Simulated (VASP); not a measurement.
**KBr in VASP 6.6.1, single-point calculation**

INCAR

```
ISMEAR = -1
ENCUT = 520
PREC = Accurate
IBRION = -1
LWAVE = .FALSE.
LASPH = .TRUE.
LREAL = .FALSE.
NELM = 120
GGA = PE
EDIFF = 1E-7
NBANDS = 15
ISIF = 2
NSW = 0
SIGMA = 0.02
LCHARG = .FALSE.
ALGO = All
```

KPOINTS

```
KPOINTS created by Atomic Simulation Environment
0
Gamma
6 6 6
0 0 0
```

POSCAR

```
K  Br
 1.0000000000000000
     0.0000000000000000    3.3900876265000002    3.2836922681999998
     3.3900876265000002    0.0000000000000000    3.2836922681999998
     3.3900876265000002    3.3900876265000002    0.0000000000000000
 K   Br
   1   1
Cartesian
  0.0000000000000000  0.0000000000000000  0.0000000000000000
  3.3900876264999997  3.3900876264999997  3.2836922681999998
```

The recommended PBE PAW datasets give the neutral cell 16 valence electrons.

Command

```
mpirun -np 1 vasp_std
```

Q: How does this run end, and what does it give?

A: It converged. Results: gap between bands v and c on the k mesh 4.30 eV; least direct gap on the k mesh 4.30 eV; pressure 0.1 GPa. Band v is the last that the valence electrons fill when counted band by band, and c is the next.

OSZICAR

```
N       E                     dE             d eps       ncg     rms           ort
DAV:   1     0.991013722229E+02    0.99101E+02   -0.79131E+03   450   0.988E+02
DAV:   2     0.175881139097E+00   -0.98925E+02   -0.90802E+02   450   0.228E+02
DAV:   3    -0.613297542956E+01   -0.63089E+01   -0.62670E+01   450   0.503E+01
DAV:   4    -0.640277489404E+01   -0.26980E+00   -0.26973E+00   450   0.910E+00
DAV:   5    -0.640483450964E+01   -0.20596E-02   -0.20596E-02   450   0.921E-01
SDA:   6    -0.596983847242E+01    0.43500E+00   -0.20596E-02   450   0.942E+00   0.000E+00
CGA:   7    -0.619032299918E+01   -0.22048E+00   -0.22084E+00   450   0.646E-01  -0.552E-02
CGA:   8    -0.621119815092E+01   -0.20875E-01   -0.20864E-01   450   0.195E-01   0.125E-03
CGA:   9    -0.621773471454E+01   -0.65366E-02   -0.65504E-02   450   0.492E-02  -0.118E-03
CGA:  10    -0.621905592608E+01   -0.13212E-02   -0.13210E-02   450   0.910E-03   0.549E-05
CGA:  11    -0.621932044878E+01   -0.26452E-03   -0.26401E-03   450   0.133E-03   0.897E-05
CGA:  12    -0.621936484331E+01   -0.44395E-04   -0.44910E-04   450   0.301E-04  -0.527E-05
CGA:  13    -0.621937737433E+01   -0.12531E-04   -0.12684E-04   450   0.138E-04  -0.801E-06
CGA:  14    -0.621938369180E+01   -0.63175E-05   -0.63831E-05   450   0.609E-05  -0.315E-06
CGA:  15    -0.621938640533E+01   -0.27135E-05   -0.30122E-05   450   0.222E-05  -0.136E-05
CGA:  16    -0.621938705685E+01   -0.65151E-06   -0.65904E-06   450   0.472E-06  -0.102E-06
CGA:  17    -0.621938719808E+01   -0.14123E-06   -0.14140E-06   450   0.121E-06   0.612E-07
CGA:  18    -0.621938725573E+01   -0.57651E-07   -0.58073E-07   450   0.556E-07  -0.389E-08
   1 F= -.62193873E+01 E0= -.62193873E+01  d E =-.124755E-10
```

Standard output (part)

```
POSCAR found type information on POSCAR K Br
 POSCAR found :  2 types and       2 ions
 LDA part: xc-table for (Slater+PW92), standard interpolation
 POSCAR, INCAR and KPOINTS ok, starting setup
 WAVECAR not read
 entering main loop
 gam= 0.000 g(H,U,f)=  0.705E+00 0.237E+00 0.920E-10 ort(H,U,f) = 0.000E+00 0.000E+00 0.000E+00
 gam= 0.000 trial= 0.400  step=  0.4688 mean=  0.4000
 gam= 0.069 g(H,U,f)=  0.449E-01 0.197E-01 0.153E-10 ort(H,U,f) =-0.762E-01 0.707E-01 0.453E-10
 gam= 0.069 trial= 0.407  step=  0.6493 mean=  0.4069
 gam= 0.302 g(H,U,f)=  0.150E-01 0.452E-02 0.223E-14 ort(H,U,f) =-0.115E-01 0.116E-01 0.453E-14
 gam= 0.302 trial= 0.431  step=  0.6709 mean=  0.4311
 gam= 0.252 g(H,U,f)=  0.455E-02 0.364E-03 0.225E-15 ort(H,U,f) =-0.239E-02 0.227E-02 0.675E-15
 gam= 0.252 trial= 0.455  step=  0.5405 mean=  0.4551
 gam= 0.185 g(H,U,f)=  0.892E-03 0.176E-04 0.369E-15 ort(H,U,f) =-0.172E-03 0.178E-03 0.126E-14
 gam= 0.185 trial= 0.464  step=  0.5798 mean=  0.4636
 gam= 0.146 g(H,U,f)=  0.131E-03 0.168E-05 0.131E-15 ort(H,U,f) = 0.114E-04-0.240E-05 0.434E-15
 gam= 0.146 trial= 0.475  step=  0.6707 mean=  0.4753
 gam= 0.227 g(H,U,f)=  0.290E-04 0.110E-05 0.458E-16 ort(H,U,f) =-0.525E-05-0.249E-07 0.117E-15
 gam= 0.227 trial= 0.495  step=  0.8765 mean=  0.4948
 gam= 0.458 g(H,U,f)=  0.136E-04 0.258E-06 0.522E-17 ort(H,U,f) =-0.127E-05 0.466E-06 0.240E-16
 gam= 0.458 trial= 0.533  step=  0.9496 mean=  0.5330
...
```

For comparison, a separate PBE run of the intended cell, on usual settings and not on those above, gives a gap of 4.30 eV on its mesh and a pressure of 0.1 GPa.
